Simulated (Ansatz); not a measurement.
Crystal: SnSe.

```xyz
2
Lattice="0.0000 3.0100 3.0100 3.0100 0.0000 3.0100 3.0100 3.0100 0.0000" Properties=species:S:1:pos:R:3 pbc="T T T"
Sn    0.0000    0.0000    0.0000
Se    3.0100    3.0100    3.0100
```

Measurements of this composition are mostly on another form, of space group No. 62.

```yaml
Program: Ansatz 0.2.0
Task: relaxation of cell and atoms
Functional: RPBE
Potentials_or_basis: Ansatz PAW
Cutoff: "420 eV (not typed: the program's choice for these potentials)"
k_mesh: 8 × 8 × 8
Occupations: fermi-dirac, width 0.05 eV
Spin: no spin polarisation
```

At the start: volume 27.27 Å³/atom.

Task: How do energy, volume and symmetry change on relaxing?

Result: It ends after 5 steps and the volume is 28.74 Å³/atom (+5.4 %); space group Fm-3m (No. 225, to 0.05 Å).

Step by step:
```tsv
step	energy change (eV)	largest force (eV/Å)	volume (Å³)
1	0.0000	0.0000	54.54
2	-0.0194	0.0000	58.54
3	-0.0221	0.0000	57.58
4	-0.0221	0.0000	57.49
5	-0.0225	0.0000	57.49
```

Final structure:
```
Sn Se
1.0
     0.00000    3.06320    3.06320
     3.06320    0.00000    3.06320
     3.06320    3.06320    0.00000
Sn Se
1 1
Cartesian
  0.0000 0.0000 0.0000
  3.0632 3.0632 3.0632
```

Caveat: the plane-wave basis is chosen anew once the cell has moved, so the energies of steps on either side of that aren't comparable; the PAW data sets come from PBE, with cores solved anew for the run's functional, which leaves a small shift of forces and pressure.
